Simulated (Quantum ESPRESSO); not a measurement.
Sr: phonons at K under several settings

```
CELL_PARAMETERS angstrom
0.00000 3.04235 3.04235
3.04235 0.00000 3.04235
3.04235 3.04235 0.00000
ATOMIC_POSITIONS crystal
Sr 0.00000 0.00000 0.00000
```

All runs used Quantum ESPRESSO 7.5; k mesh 8 × 8 × 8; given cell, atoms relaxed; no spin polarisation; occupations cold, width 0.2 eV.

```tsv
level	potentials	cutoff (eV)	frequencies (cm⁻¹)
PBE	GBRV 1.5 PBE	612	66 79 92
PBE	SPMS 1.0 PBE	830	66 79 92
PBE	PseudoDojo 0.5 SR PBE stringent	871	67 80 92
PBE	PseudoDojo 0.4.1 SR PBE standard	925	67 80 92
PBE	SG15 PBE 1.2	925	67 79 92
PBE	JTH 2.0 PBE	707	?
PBE	SSSP 1.3 efficiency PBE	748	67 80 92
```

What stands in the row left open?

Frequencies 67 80 92 cm⁻¹.
